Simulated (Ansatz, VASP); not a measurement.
# One calculation of KCl, two programs

```
K Cl
1.0
     3.65164    0.00000    0.00000
     0.00000    3.65164    0.00000
     0.00000    0.00000    3.65164
K Cl
1 1
Cartesian
  0.0000 0.0000 0.0000
  1.8258 1.8258 1.8258
```

Alike in both runs: task single point; functional PBEsol; k mesh 6 × 6 × 6; occupations gaussian, width 0.02 eV; no spin polarisation.

```csv
,VASP,Ansatz
version,VASP 6.6.1,Ansatz 0.2.0
potentials or method,"VASP PAW PBE potentials, release 64 (K_sv, Cl)","scalar-relativistic, plane waves, PAW"
plane-wave cutoff (eV),520,420
valence electrons in the cell,16,16
```

```tsv
	VASP	Ansatz	Ansatz less VASP
gap on the k mesh at the Fermi level (eV)	5.29	5.29	+0.005
least direct gap on the mesh (eV)	5.52	5.53	+0.004
pressure (GPa)	1.9	1.8	-0.08
```

The functional is the same, so the differences come from potentials, cutoffs and numerics.

Caveats: the PAW data sets were made with another functional, which shifts forces and pressure a little (VASP). A k mesh can miss the band edges.
